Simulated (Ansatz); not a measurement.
# MnSb: the cost of one run

Program: Ansatz 0.2.0. Level of theory: DFT PBE, with the methods named in each step. These are calculated values, not measurements.

**1. The system as given**

It takes space group I4/mmm (No. 139, tetragonal). Conventional cell: a = 3.914 Å, b = 3.914 Å, c = 5.702 Å, α = 90.00°, β = 90.00°, γ = 90.00°. Around Mn (site symmetry 4/mmm) lie 6 Sb at 2.77 to 2.85 Å. Around Sb (site symmetry 4/mmm) lie 6 Mn at 2.77 to 2.85 Å.

Structure file:

```cif
data_structure
_symmetry_space_group_name_H-M 'I4/mmm'
_symmetry_Int_Tables_number 139
_cell_length_a 3.9138
_cell_length_b 3.9138
_cell_length_c 5.7018
_cell_angle_alpha 90.000
_cell_angle_beta 90.000
_cell_angle_gamma 90.000
_cell_volume 87.34
loop_
_atom_site_label
_atom_site_type_symbol
_atom_site_symmetry_multiplicity
_atom_site_Wyckoff_symbol
_atom_site_fract_x
_atom_site_fract_y
_atom_site_fract_z
_atom_site_occupancy
Mn1 Mn 2 a 0.00000 0.00000 0.00000 1
Sb1 Sb 2 b 0.50000 0.50000 0.00000 1
```

The file gives the conventional cell by its symmetry; the runs use the cell typed in the input.

Elk's input and logs are in atomic units (hartree, bohr).

Atoms are numbered in the order of the input: Mn1, Sb2.

**2. Collinear moments without spin-orbit coupling, PAW**

input.yaml

```yaml
crystal:
  lattice:
    - [0.0, 2.767478225, 2.85091632]
    - [2.767478225, 0.0, 2.85091632]
    - [2.767478225, 2.767478225, 0.0]
  atoms:
    - { symbol: Mn, position: [0.0, 0.0, 0.0], spin: 4.0 }
    - { symbol: Sb, position: [0.5, 0.5, 0.5] }
magnetization:
  spin_polarized: true
kpoints:
  mp_grid: { grid: [11, 11, 11] }
scf:
  occupations: { method: fermi_dirac, width: 0.025 }
  lower_state_search: "off"
hamiltonian:
  xc: pbe
  pseudopotentials: { kind: paw }
output:
  forces: true
  stress: true
  eigenvalues: true
```

Launch:

```bash
> ansatz run input.yaml --threads 2 --pin off --max-ram 4096MiB --backend cpu --events-out ev --progress --plain --runs-dir out
```

What time and memory should one allow on 2 threads of Arm Neoverse V2, shared host?

About 8.1 s, with a peak of 0.45 GiB.
